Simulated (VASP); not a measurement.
## GaN in VASP 6.6.1, single-point calculation

INCAR

```
NSW = 0
MAGMOM = -0.5 0.5
ISMEAR = -1
SIGMA = 0.02
ISPIN = 2
GGA = PE
ENCUT = 520
NBANDS = 49
ISIF = 2
LREAL = .FALSE.
IBRION = -1
LCHARG = .FALSE.
PREC = Accurate
LASPH = .TRUE.
LWAVE = .FALSE.
EDIFF = 1E-7
NELM = 89
```

KPOINTS

```
KPOINTS created by Atomic Simulation Environment
0
Gamma
10 10 10
0 0 0
```

POSCAR

```
Ga N
 1.0000000000000000
     0.0000000000000000    2.3164211173000000    2.3164211173000000
     2.3164211173000000    0.0000000000000000    2.3164211173000000
     2.3164211173000000    2.3164211173000000    0.0000000000000000
 Ga  N
   1   1
Cartesian
  0.0000000000000000  0.0000000000000000  0.0000000000000000
  1.1582105586500000  1.1582105586500000  1.1582105586500000
```

The recommended PBE PAW datasets give the neutral cell 18 valence electrons.

Command

```
mpirun -np 1 vasp_std
```

OSZICAR

```
N       E                     dE             d eps       ncg     rms          rms(c)
DAV:   1     0.151291153580E+03    0.15129E+03   -0.54346E+03 13194   0.647E+02
DAV:   2     0.206880472574E-01   -0.15127E+03   -0.12850E+03  9538   0.215E+02
DAV:   3    -0.137078506729E+02   -0.13729E+02   -0.13504E+02 11078   0.433E+01
DAV:   4    -0.138849931838E+02   -0.17714E+00   -0.17705E+00 10791   0.486E+00
DAV:   5    -0.138854652970E+02   -0.47211E-03   -0.47210E-03 10661   0.240E-01    0.826E+00
DAV:   6    -0.121486433428E+02    0.17368E+01   -0.24738E+00 13743   0.122E+01    0.314E+00
DAV:   7    -0.121261158298E+02    0.22528E-01   -0.45208E-02 10604   0.190E+00    0.168E+00
DAV:   8    -0.121159525665E+02    0.10163E-01   -0.25478E-02 10759   0.713E-01    0.829E-01
DAV:   9    -0.121183601318E+02   -0.24076E-02   -0.17869E-03 10750   0.330E-01    0.261E-01
DAV:  10    -0.121184967455E+02   -0.13661E-03   -0.90699E-05 12036   0.110E-01    0.118E-01
DAV:  11    -0.121186171216E+02   -0.12038E-03   -0.65678E-05 11111   0.633E-02    0.379E-02
DAV:  12    -0.121186045552E+02    0.12566E-04   -0.13826E-05 11308   0.344E-02    0.721E-03
DAV:  13    -0.121186048934E+02   -0.33818E-06   -0.15498E-06 10744   0.675E-03    0.390E-03
DAV:  14    -0.121186050733E+02   -0.17986E-06   -0.30524E-07 10847   0.311E-03    0.253E-03
DAV:  15    -0.121186049946E+02    0.78678E-07   -0.33541E-08 10389   0.103E-03
   1 F= -.12118605E+02 E0= -.12118605E+02  d E =-.502824E-13  mag=    -0.0000
```

It converged. Results: pressure -8.2 GPa; magnetic moment of the cell 0.00 μB.

For comparison, a separate PBE run of the intended cell, on usual settings and not on those above, gives a gap of 1.19 eV on its mesh and a pressure of -8.2 GPa.

The run above took about 90 s on one core of a shared host (Intel Xeon Platinum 8488C) and held 0.2 GiB at most.
